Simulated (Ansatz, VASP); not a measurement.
ZnO: VASP beside Ansatz

File INCAR:

```
PREC     = Accurate       # precision mode
ENCUT    = 520            # plane-wave cutoff, eV
EDIFF    = 1E-6           # SCF threshold, eV
ISMEAR   = 0              # smearing method
SIGMA    = 0.05           # smearing width, eV
LREAL    = False          # projectors in reciprocal space
LASPH    = True           # aspherical terms in the spheres
NELM     = 100            # most SCF steps
ALGO     = Normal         # electronic algorithm
ISIF     = 2              # what is computed and relaxed
LWAVE    = False          # write WAVECAR
LCHARG   = True           # write CHGCAR
GGA      = PE             # functional
LELF     = True           # ELF
LVHAR    = True         
NBANDS   = 16             # bands
```

File KPOINTS:

```
regular mesh
0
Gamma
  14 14 14
```

POSCAR

```
ZnO
1.0
    0.0000000000      2.1122121200      2.3074619000
    2.3074619000      0.0000000000      2.3074619000
    2.3074619000      2.1122121200      0.0000000000
Zn O
1 1
Direct
    0.0000000000      0.0000000000      0.0000000000
    0.5000000000      0.5000000000      0.5000000000
```

Input for Ansatz:

```yaml
crystal:
  lattice:
    - [0.0, 2.11221212, 2.3074619]
    - [2.3074619, 0.0, 2.3074619]
    - [2.3074619, 2.11221212, 0.0]
  atoms:
    - { symbol: Zn, position: [0.0, 0.0, 0.0] }
    - { symbol: O, position: [0.5, 0.5, 0.5] }
basis:
  ecutwfc: 420
kpoints:
  mp_grid: { grid: [14, 14, 14] }
hamiltonian:
  xc: pbe
scf:
  occupations: { method: gaussian, width: 0.05 }
output:
  forces: true
  stress: true
  eigenvalues: true
```

Alike in both runs: task single point; functional PBE; k mesh 14 × 14 × 14; occupations gaussian, width 0.05 eV; no spin polarisation.

```csv
,VASP,Ansatz
version,VASP 6.6.1,Ansatz 0.2.0
potentials or method,"VASP PAW PBE potentials, release 64 (Zn, O)","scalar-relativistic, plane waves, PAW"
plane-wave cutoff (eV),520,420
valence electrons in the cell,18,18
```

```tsv
	VASP	Ansatz	Ansatz less VASP
gap on the k mesh at the Fermi level (eV)	0.20	0.23	+0.024
least direct gap on the mesh (eV)	1.16	1.18	+0.025
pressure (GPa)	-11.4	-12.0	-0.56
largest component of the traceless stress (GPa)	1.15	0.73	-0.420
```

The functional is the same, so the differences come from potentials, cutoffs and numerics.
